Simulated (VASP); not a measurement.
A run of VASP 6.6.1 is set up as follows.

Contents of INCAR:

```
SYSTEM = BaS
  PREC = Accurate
  ENCUT = 520
  EDIFF = 1E-6
  ISMEAR = -1
  SIGMA = 0.02
  LREAL = .False.
  LASPH = .True.
  NELM = 100
  ALGO = Fast
  ISIF = 2
  LWAVE = .False.
  LCHARG = .True.
  GGA = PE
  LELF = .True.
  LVHAR = .True.
  NBANDS = 15
```

File KPOINTS:

```
Automatic mesh
0
Gamma
  6 6 6
  0 0 0
```

File POSCAR:

```
BaS
1.0
    3.8337582616      0.0000000000      0.0000000000
    0.0000000000      3.8337582616      0.0000000000
    0.0000000000      0.0000000000      3.8506267980
Ba S
1 1
Direct
    0.0000000000      0.0000000000      0.0000000000
    0.5000000000      0.5000000000      0.5000000000
```

Potentials or basis: VASP PAW PBE potentials, release 64 (Ba_sv, S).

Launch:

```bash
$ cat potpaw_PBE.64/Ba_sv/POTCAR potpaw_PBE.64/S/POTCAR > POTCAR
$ mpirun -np 1 vasp_std > vasp.out
```

(1) Predict the pressure.

(2) Estimate the band gap on the k mesh.

## Answers

(1) 1.0 GPa.

(2) 1.43 eV, indirect (least direct gap 1.54 eV).

Caveat: spin-orbit coupling is left out, which moves the levels of the heavy elements.
